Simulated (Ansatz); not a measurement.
A plane-wave DFT run in Ansatz 0.2.0 (scalar-relativistic PAW potentials unless the input names others): input and command.

```yaml
crystal:
  lattice:
    - [4.827190347, -4.827190347, 0.0]
    - [-4.827190347, -4.827190347, 0.0]
    - [0.0, 4.827190347, -6.4763044993]
  atoms:
    - { symbol: Sn, position: [0.6314913703, 0.1216992576, 0.2490110509] }
    - { symbol: Sn, position: [0.3551867697, 0.8810593281, 0.7489616656] }
    - { symbol: Sn, position: [0.1314330264, 0.6216460289, 0.2489105869] }
    - { symbol: Sn, position: [0.8838204498, 0.3618024909, 0.7476351557] }
    - { symbol: Sn, position: [0.2575379112, 0.2517127836, 0.5009646138] }
    - { symbol: Sn, position: [0.0145821319, 0.9995248373, 0.0106825397] }
    - { symbol: Sn, position: [0.752858404, 0.7378122829, 0.4872539444] }
    - { symbol: Sn, position: [0.5055332486, 0.4997134844, -0.003031329] }
    - { symbol: O, position: [0.3289990961, 0.1380687084, 0.25389911] }
    - { symbol: O, position: [0.0566725787, 0.8864062401, 0.7489649551] }
    - { symbol: O, position: [0.8240618779, 0.6331323154, 0.2440367509] }
    - { symbol: O, position: [0.5799904409, 0.4075805296, 0.7489670651] }
    - { symbol: O, position: [0.93745551, 0.1104030694, 0.2520945739] }
    - { symbol: O, position: [0.6701069998, 0.8189718633, 0.7471076706] }
    - { symbol: O, position: [0.4343198709, 0.6072689146, 0.2458391647] }
    - { symbol: O, position: [0.1895050439, 0.3571091283, 0.748962884] }
    - { symbol: O, position: [0.7673936985, 0.4373715594, 0.499493493] }
    - { symbol: O, position: [0.5176583011, 0.1922032058, -0.0038566098] }
    - { symbol: O, position: [0.2704767153, 0.9450207028, 0.5017777156] }
    - { symbol: O, position: [0.0121795398, 0.6864341811, -0.0046589555] }
    - { symbol: O, position: [0.7387028136, 0.0476948653, 0.499970936] }
    - { symbol: O, position: [0.4854653755, 0.8058808755, -0.0033715337] }
    - { symbol: O, position: [0.2378028203, 0.55821573, 0.5012969907] }
    - { symbol: O, position: [-0.012317691, 0.2966799927, -0.0020510412] }
    - { symbol: H, position: [0.6511446312, 0.6743790822, 0.747495536] }
  host:
    lattice:
      - [4.827190347, 0.0, 0.0]
      - [0.0, 4.827190347, 0.0]
      - [0.0, 0.0, 3.2381522497]
    atoms:
      - { symbol: Sn, position: [0.5, 0.5, 0.5] }
      - { symbol: Sn, position: [0.0, 0.0, 0.0] }
      - { symbol: O, position: [0.1934234766, 0.8065765234, 0.5] }
      - { symbol: O, position: [0.8065765234, 0.1934234766, 0.5] }
      - { symbol: O, position: [0.3065765234, 0.3065765234, 0.0] }
      - { symbol: O, position: [0.6934234766, 0.6934234766, 0.0] }
total_charge: 1
basis:
  ecutwfc: 420
  xc_grid: 2
kpoints:
  mp_grid: { grid: [3, 3, 3], shift: [0.0, 0.0, 0.0], kspacing: 0.3 }
hamiltonian:
  xc: pbe
scf:
  occupations: { method: gaussian, width: 0.01 }
  max_iter: 60
output:
  forces: true
  eigenvalues: true
relax:
  adjacent_minimum: "off"
  f_tol: 0.025
  max_steps: 45
```

```bash
ansatz run input.yaml --threads 4 --pin off --max-ram 10240MiB --backend cpu --events-out ev --progress --plain --runs-dir out
```

What will the program do with this input?

The program refuses it, because of a mesh typed together with a spacing (kpoints.mp_grid.kspacing: not typed → 0.3). Without that key it is accepted.

Abridged log:
```
Error: invalid value for `kpoints.mp_grid.kspacing`: mutually exclusive with `grid` — set one or the other
```